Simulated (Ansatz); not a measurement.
# Zn (Fm-3m) in Ansatz: further runs

One crystal, Zn, is run at these levels: PBE; tasks: single point.

Program: Ansatz 0.2.0. These are calculated values, not measurements. Logs are shortened: lines on timing, memory, paths and dates and some standing lists are left out, and cuts for length are marked.

### Step 1. The structure

Symmetry: Fm-3m, No. 225, cubic system. The conventional cell has a = 3.930 Å, b = 3.930 Å, c = 3.930 Å, α = 90.00°, β = 90.00°, γ = 90.00°. Zn (site symmetry m-3m) is surrounded by 12 Zn at 2.78 Å.

This isn't the form of Zn at room conditions, which is hcp.

### Step 2. Single point, PBE

input.yaml reads:

```yaml
crystal:
  lattice:
    - [0.0, 1.964776, 1.964776]
    - [1.964776, 0.0, 1.964776]
    - [1.964776, 1.964776, 0.0]
  atoms:
    - { symbol: Zn, position: [0.0, 0.0, 0.0] }
hamiltonian:
  xc: pbe
  pseudopotentials: { kind: paw }
kpoints:
  mp_grid: { grid: [12, 12, 12] }
scf:
  occupations: { method: gaussian, width: 0.018 }
output:
  forces: true
  stress: true
  eigenvalues: true
```

Potentials or basis: Ansatz PAW.

Launch:

```sh
> ansatz run input.yaml --threads 2 --pin off --max-ram 5632MiB --backend cpu --events-out ev --progress --plain --runs-dir out
```

The log of the run:

```text
Warning: RAYON_NUM_THREADS=2 ignored (pool sized by the plan → 2); use --threads N
Engine: ansatz 0.2.0, aarch64-unknown-linux-gnu
Pseudopotentials: kind: paw
Pseudopotential: Zn, paw, valence charge 12, recommended cutoff 420 eV (normal), Zn.paw.azcp
Functional definition: PBE
  parameter kappa = 0.804
  parameter beta = 0.06672455060314922
  exchange = pbe_x(kappa = kappa, mu = beta*pi^2/3)
  correlation = pbe_c(beta = beta)
Crystal: 1 atoms, lattice volume = 15.169 Å³
Basis set: ecut = 420 eV, 307 PW (Γ), exchange–correlation on 40×40×40 points (8 copies of the dense FFT grid, shifted against one another)
Bands: 10, of which v1, the nominal top of the filled ones, is band 6 counted from 1 (5 counted from 0)
Symmetry: 48 space group operations
Space group: Fm-3m (ITA 225), of the structure as read, at distance tolerance 2.5e-5 Å
k-points: 72 of 1728
Non-local potential: Zn, projectors of the file, l = 0: 2, l = 1: 2, l = 2: 3, l = 3: 1
PAW form: soft (Blöchl's): semilocal exchange-correlation on the pseudo side does not see the compensation charge
PAW one-centre angular grid: Zn, 590 points (default); XC on 64 Gauss nodes
Initial density: superposition of atomic densities (neutral atoms: chi_scale 0, normalization atom), corrected by the library's trained network
Initial wavefunctions: pseudopotential atomic-orbital guess
Functional: x = pbe(κ = 0.804, μ = 0.2195149727645171), c = pbe(β = 0.06672455060314922)
SCF iter   1: F=—  HF=-3318.997489 eV  |F-HF|=—  |Δ(HF+E_count)|=         —  Δρ=1.84e-3  dr2=3.52e-4  ethr=1.77e-3  ⟨swp⟩=5.2  Hψ=4702  notcnv=0
preconditioner: auto → none  [metal: Δε(μ)=0.018 eV  Ē_g=17.067 eV  σ=0.018 eV  W_gap=0.42  n_scr=0 (ndim 8)  ℏωp=33.0 eV  f_vac=0.000  D(μ)=1.20/eV (n_scr^D=14)]
SCF iter   2: F=—  HF=-3318.997438 eV  |F-HF|=—  |Δ(HF+E_count)|=   5.08e-5  Δρ=2.22e-3  dr2=3.61e-4  ethr=2.93e-6  ⟨swp⟩=2.0  Hψ=1996  notcnv=0  defer=4
SCF iter   3: F=—  HF=-3318.997280 eV  |F-HF|=—  |Δ(HF+E_count)|=   1.58e-4  Δρ=6.63e-4  dr2=2.44e-5  ethr=2.93e-6  ⟨swp⟩=2.0  Hψ=1344  notcnv=0  defer=4
SCF iter   4: F=—  HF=-3318.997284 eV  |F-HF|=—  |Δ(HF+E_count)|=   3.36e-6  Δρ=5.26e-5  dr2=1.29e-7  ethr=2.03e-7  ⟨swp⟩=2.0  Hψ=1094  notcnv=0  defer=4
iter 5 did not close the SCF: its close was put off for the readings that it lacked (scf_convergence_deferred on its scf_iter line)
SCF iter   5: F=-3318.997284 eV  HF=-3318.997284 eV  |F-HF|=4.47e-8  |Δ(HF+E_count)|=   3.87e-7  Δρ=2.21e-5  dr2=4.34e-8  ethr=1.08e-9  ⟨swp⟩=2.6  Hψ=1126  notcnv=0  defer=4
SCF iter   6: F=-3318.997284 eV  HF=-3318.997284 eV  |F-HF|=1.26e-8  |Δ(HF+E_count)|=   9.87e-9  Δρ=1.15e-5  dr2=1.12e-8  ethr=3.61e-10  ⟨swp⟩=2.9  Hψ=2380  notcnv=0
SCF 1 converged in 6 iterations: F = -3318.997284 eV  dr2 = 1.12e-8
SCF converged after 6 iterations
Free energy (F): -3318.997284 eV
Harris-Foulkes:  -3318.997284 eV  (|F-HF|=1.26e-8)
Internal energy: -3318.997089 eV  (E = F + TS)
E sigma→0 (E₀):  -3318.997186 eV
Entropy (-TS):   -0.000195 eV (-0.195 meV/atom)
Fermi energy:    11.021743 eV
--- Per-component energies (eV) ---
  E_band       = 49.714142
  E_kinetic    = 130.941115
  E_local      = -1529.327660  (includes V_loc(G=0)·N_el)
  E_nonlocal   = 610.689715
  E_hartree    = 640.944148
  E_xc         = -137.667656
  E_vxc        = -52.550465  (∫ρ·V_xc dr)
  E_paw        = -1824.904651  (= ΣΔE_a)
  E_vpaw       = -391.921058  (= ΣTr[D̂ρ^β])
  E_aug_tail   = -0.000370  (compensation charges beyond the density's cutoff)
  E_ewald      = -1209.671730
  E_smearing   = -0.000195  (= −TS)
  E_closure    = -0.000000  (closes the sum)
  Σ components = -3318.997284   (vs F -3318.997284, Δ=0.00e0)
--- Forces (eV/Å), atoms counted from 1 ---
  atom   1  Zn    -0.00000000     0.00000000    -0.00000000
  max |Σ_I F_I| component: 7.81e-32 eV/Å
--- Stress (GPa, compression-positive) ---
       -0.109879      -0.000000       0.000000
       -0.000000      -0.109879       0.000000
        0.000000      -0.000000      -0.109879
  P = ⅓ Tr σ = -0.1099 GPa (-1.099 kbar)
--- Band table (eV; the first three rows and the last of 72) ---
  k-point 0: bands = ["0.6836", "3.4426", "3.4426", "3.4426", "3.8234", "3.8234", "29.2339", "29.2339", "29.2339", "29.5666"]
  k-point 1: bands = ["0.8925", "3.4261", "3.4658", "3.4658", "3.8171", "3.8171", "26.1338", "28.6212", "28.6212", "29.4100"]
  k-point 2: bands = ["1.4931", "3.4099", "3.5119", "3.5119", "3.8185", "3.8185", "22.1208", "27.7068", "27.7068", "29.2171"]
  k-point 71: bands = ["3.0996", "3.3431", "3.3431", "3.8462", "4.1802", "13.2866", "13.2866", "14.1298", "15.0790", "32.5777"]
```

Run time: 0.56 s. Hardware: 2 threads of Arm Neoverse V1, shared host; peak memory 0.26 GiB.

What came out:

```yaml
Free_energy: -3318.9973 eV
Pressure: -0.1 GPa
Band_gap_on_the_k_mesh: none (metal or under the smearing width)
```

### Step 3. Single point, PBE

input.yaml, as its differences from that of step 2:

```diff
@@ -13,3 +13,3 @@
 scf:
-  occupations: { method: gaussian, width: 0.018 }
+  occupations: { method: gaussian, width: 0.019 }
 output:
```

Potentials or basis: Ansatz PAW.

Launch:

```sh
> ansatz run input.yaml --threads 2 --pin off --max-ram 5632MiB --backend cpu --events-out ev --progress --plain --runs-dir out
```

It took 0.55 s on 2 threads of Arm Neoverse V1, shared host; peak memory 0.26 GiB.

Results (log left out):

```yaml
Free_energy: -3318.9973 eV
Pressure: -0.1 GPa
Band_gap_on_the_k_mesh: none (metal or under the smearing width)
```

Levels at points of the mesh, in eV from the Fermi level:
```tsv
k point	band 4	band 5	band 6	band 7	band 8	band 9
(0.00, 0.00, 0.00)	-7.58	-7.20	-7.20	18.21	18.21	18.21
(0.00, 0.00, -0.50)	-6.91	-6.91	-2.88	-1.36	15.20	15.20
(0.00, -0.50, -0.50)	-6.84	-6.84	-0.98	1.75	8.40	8.40
```

### Step 4. Single point, PBE

input.yaml, as its differences from that of step 3:

```diff
@@ -13,3 +13,3 @@
 scf:
-  occupations: { method: gaussian, width: 0.019 }
+  occupations: { method: gaussian, width: 0.02 }
 output:
```

Potentials or basis: Ansatz PAW.

Launch:

```sh
> ansatz run input.yaml --threads 2 --pin off --max-ram 5632MiB --backend cpu --events-out ev --progress --plain --runs-dir out
```

The log of the run:

```text
Warning: RAYON_NUM_THREADS=2 ignored (pool sized by the plan → 2); use --threads N
[... 8 set-up lines as earlier in the session ...]
Crystal: 1 atoms, lattice volume = 15.169 Å³
Basis set: ecut = 420 eV, 307 PW (Γ), exchange–correlation on 40×40×40 points (8 copies of the dense FFT grid, shifted against one another)
Bands: 10, of which v1, the nominal top of the filled ones, is band 6 counted from 1 (5 counted from 0)
[... 2 set-up lines as earlier in the session ...]
k-points: 72 of 1728
[... 6 set-up lines as earlier in the session ...]
SCF iter   1: F=—  HF=-3318.997511 eV  |F-HF|=—  |Δ(HF+E_count)|=         —  Δρ=1.84e-3  dr2=3.49e-4  ethr=1.77e-3  ⟨swp⟩=5.2  Hψ=4692  notcnv=0
preconditioner: auto → none  [insulator: Δε(μ)=0.139 eV  Ē_g=17.047 eV  σ=0.020 eV  W_gap=0.51  n_scr=0 (ndim 8)  ℏωp=33.0 eV  f_vac=0.000  D(μ)=1.12/eV (n_scr^D=14)  ε∞_Penn≈4.8]
SCF iter   2: F=—  HF=-3318.997459 eV  |F-HF|=—  |Δ(HF+E_count)|=   5.15e-5  Δρ=2.22e-3  dr2=3.59e-4  ethr=2.91e-6  ⟨swp⟩=2.0  Hψ=1989  notcnv=0  defer=3
SCF iter   3: F=—  HF=-3318.997303 eV  |F-HF|=—  |Δ(HF+E_count)|=   1.57e-4  Δρ=6.61e-4  dr2=2.44e-5  ethr=2.91e-6  ⟨swp⟩=2.0  Hψ=1307  notcnv=0  defer=3
SCF iter   4: F=—  HF=-3318.997306 eV  |F-HF|=—  |Δ(HF+E_count)|=   3.38e-6  Δρ=5.31e-5  dr2=1.26e-7  ethr=2.03e-7  ⟨swp⟩=2.0  Hψ=1094  notcnv=0  defer=3
iter 5 did not close the SCF: its close was put off for the readings that it lacked (scf_convergence_deferred on its scf_iter line)
SCF iter   5: F=-3318.997306 eV  HF=-3318.997306 eV  |F-HF|=4.39e-8  |Δ(HF+E_count)|=   3.95e-7  Δρ=2.19e-5  dr2=4.26e-8  ethr=1.05e-9  ⟨swp⟩=2.6  Hψ=1132  notcnv=0  defer=3
SCF iter   6: F=-3318.997306 eV  HF=-3318.997306 eV  |F-HF|=1.26e-8  |Δ(HF+E_count)|=   9.63e-9  Δρ=1.15e-5  dr2=1.11e-8  ethr=3.55e-10  ⟨swp⟩=2.9  Hψ=2373  notcnv=0
SCF 1 converged in 6 iterations: F = -3318.997306 eV  dr2 = 1.11e-8
SCF converged after 6 iterations
Free energy (F): -3318.997306 eV
Harris-Foulkes:  -3318.997306 eV  (|F-HF|=1.26e-8)
Internal energy: -3318.997081 eV  (E = F + TS)
E sigma→0 (E₀):  -3318.997194 eV
Entropy (-TS):   -0.000225 eV (-0.225 meV/atom)
Fermi energy:    11.021117 eV
--- Per-component energies (eV) ---
  E_band       = 49.712281
  E_kinetic    = 130.940496
  E_local      = -1529.325925  (includes V_loc(G=0)·N_el)
  E_nonlocal   = 610.690320
  E_hartree    = 640.943106
  E_xc         = -137.667140
  E_vxc        = -52.549898  (∫ρ·V_xc dr)
  E_paw        = -1824.905838  (= ΣΔE_a)
  E_vpaw       = -391.923129  (= ΣTr[D̂ρ^β])
  E_aug_tail   = -0.000370  (compensation charges beyond the density's cutoff)
  E_ewald      = -1209.671730
  E_smearing   = -0.000225  (= −TS)
  E_closure    = 0.000000  (closes the sum)
  Σ components = -3318.997306   (vs F -3318.997306, Δ=0.00e0)
--- Forces (eV/Å), atoms counted from 1 ---
  atom   1  Zn    -0.00000000    -0.00000000    -0.00000000
  max |Σ_I F_I| component: 2.63e-31 eV/Å
--- Stress (GPa, compression-positive) ---
       -0.120072      -0.000000       0.000000
       -0.000000      -0.120072       0.000000
        0.000000       0.000000      -0.120072
  P = ⅓ Tr σ = -0.1201 GPa (-1.201 kbar)
--- Band table (eV; the first three rows and the last of 72) ---
  k-point 0: bands = ["0.6835", "3.4424", "3.4424", "3.4424", "3.8232", "3.8232", "29.2339", "29.2339", "29.2339", "29.5665"]
  k-point 1: bands = ["0.8924", "3.4259", "3.4656", "3.4656", "3.8170", "3.8170", "26.1338", "28.6212", "28.6212", "29.4100"]
  k-point 2: bands = ["1.4931", "3.4098", "3.5117", "3.5117", "3.8183", "3.8183", "22.1208", "27.7068", "27.7068", "29.2170"]
  k-point 71: bands = ["3.0995", "3.3429", "3.3429", "3.8460", "4.1800", "13.2866", "13.2866", "14.1297", "15.0790", "32.5777"]
```

Run time: 0.56 s. Hardware: 2 threads of Arm Neoverse V1, shared host; peak memory 0.26 GiB.

Results:

| Item | Value |
| --- | --- |
| Free energy | -3318.9973 eV |
| Pressure | -0.1 GPa |
| Band gap on the k mesh | none (metal or under the smearing width) |

Levels at points of the mesh, in eV from the Fermi level:
```tsv
k point	band 3	band 4	band 5	band 6	band 7	band 8	band 9	band 10
(0.00, 0.00, 0.00)	-7.58	-7.58	-7.20	-7.20	18.21	18.21	18.21	18.55
(0.00, 0.00, -0.50)	-7.58	-6.91	-6.91	-2.88	-1.36	15.20	15.20	17.18
(0.00, -0.50, -0.50)	-6.93	-6.84	-6.84	-0.98	1.75	8.40	8.40	12.02
```

### Step 5. Single point, PBE

input.yaml, as its differences from that of step 4:

```diff
@@ -13,3 +13,3 @@
 scf:
-  occupations: { method: gaussian, width: 0.02 }
+  occupations: { method: gaussian, width: 0.021 }
 output:
```

Potentials or basis: Ansatz PAW.

Launch:

```sh
> ansatz run input.yaml --threads 2 --pin off --max-ram 5632MiB --backend cpu --events-out ev --progress --plain --runs-dir out
```

The log of the run:

```text
Warning: RAYON_NUM_THREADS=2 ignored (pool sized by the plan → 2); use --threads N
[... 8 set-up lines as earlier in the session ...]
Crystal: 1 atoms, lattice volume = 15.169 Å³
Basis set: ecut = 420 eV, 307 PW (Γ), exchange–correlation on 40×40×40 points (8 copies of the dense FFT grid, shifted against one another)
Bands: 10, of which v1, the nominal top of the filled ones, is band 6 counted from 1 (5 counted from 0)
[... 2 set-up lines as earlier in the session ...]
k-points: 72 of 1728
[... 2 set-up lines as earlier in the session ...]
[... 18 lines left out ...]
E sigma→0 (E₀):  -3318.997198 eV
Entropy (-TS):   -0.000240 eV (-0.240 meV/atom)
Fermi energy:    11.020789 eV
--- Per-component energies (eV) ---
  E_band       = 49.711429
  E_kinetic    = 130.940214
  E_local      = -1529.325141  (includes V_loc(G=0)·N_el)
  E_nonlocal   = 610.690598
  E_hartree    = 640.942637
  E_xc         = -137.666905
  E_vxc        = -52.549638  (∫ρ·V_xc dr)
  E_paw        = -1824.906380  (= ΣΔE_a)
  E_vpaw       = -391.924074  (= ΣTr[D̂ρ^β])
  E_aug_tail   = -0.000370  (compensation charges beyond the density's cutoff)
  E_ewald      = -1209.671730
  E_smearing   = -0.000240  (= −TS)
  E_closure    = 0.000000  (closes the sum)
  Σ components = -3318.997318   (vs F -3318.997318, Δ=0.00e0)
--- Forces (eV/Å), atoms counted from 1 ---
  atom   1  Zn     0.00000000     0.00000000     0.00000000
  max |Σ_I F_I| component: 2.22e-31 eV/Å
--- Stress (GPa, compression-positive) ---
       -0.124721      -0.000000      -0.000000
       -0.000000      -0.124721       0.000000
       -0.000000       0.000000      -0.124721
  P = ⅓ Tr σ = -0.1247 GPa (-1.247 kbar)
--- Band table (eV; the first three rows and the last of 72) ---
  k-point 0: bands = ["0.6835", "3.4423", "3.4423", "3.4423", "3.8232", "3.8232", "29.2339", "29.2339", "29.2339", "29.5665"]
  k-point 1: bands = ["0.8924", "3.4258", "3.4655", "3.4655", "3.8169", "3.8169", "26.1338", "28.6211", "28.6211", "29.4099"]
  k-point 2: bands = ["1.4930", "3.4097", "3.5116", "3.5116", "3.8182", "3.8182", "22.1207", "27.7067", "27.7067", "29.2170"]
  k-point 71: bands = ["3.0994", "3.3428", "3.3428", "3.8459", "4.1799", "13.2865", "13.2865", "14.1297", "15.0789", "32.5776"]
```

It took 0.56 s on 2 threads of Arm Neoverse V1, shared host; peak memory 0.26 GiB.

Results:

```yaml
Free_energy: -3318.9973 eV
Pressure: -0.1 GPa
Band_gap_on_the_k_mesh: none (metal or under the smearing width)
```

### Step 6. Single point, PBE

input.yaml, as its differences from that of step 5:

```diff
@@ -13,3 +13,3 @@
 scf:
-  occupations: { method: gaussian, width: 0.021 }
+  occupations: { method: gaussian, width: 0.022 }
 output:
```

Potentials or basis: Ansatz PAW.

Launch:

```sh
> ansatz run input.yaml --threads 2 --pin off --max-ram 5632MiB --backend cpu --events-out ev --progress --plain --runs-dir out
```

Wall time 0.55 s (2 threads of Arm Neoverse V1, shared host); peak memory 0.26 GiB.

Results (log left out):

* Free energy: -3318.9973 eV
* Pressure: -0.1 GPa
* Band gap on the k mesh: none (metal or under the smearing width)

Levels at points of the mesh, in eV from the Fermi level:
```csv
k point,band 4,band 5,band 6,band 7,band 8,band 9
"(0.00, 0.00, 0.00)",-7.58,-7.20,-7.20,18.21,18.21,18.21
"(0.00, 0.00, -0.50)",-6.91,-6.91,-2.88,-1.36,15.20,15.20
"(0.00, -0.50, -0.50)",-6.84,-6.84,-0.98,1.75,8.40,8.40
```

### Step 7. Summary

| smearing | gap on the mesh (eV) | pressure (GPa) |
| --- | --- | --- |
| gaussian 0.018 eV | none | -0.1 |
| gaussian 0.019 eV | none | -0.1 |
| gaussian 0.02 eV | none | -0.1 |
| gaussian 0.021 eV | none | -0.1 |
| gaussian 0.022 eV | none | -0.1 |

Alike in all rows: task single point; level PBE; potentials or basis Ansatz PAW; no spin polarisation; cell as given; k mesh 12 × 12 × 12; cutoff (eV) 420.

Every run on the cell as given and a fine mesh finds a metal.

Absolute energies hang on the potentials; compare differences alone.
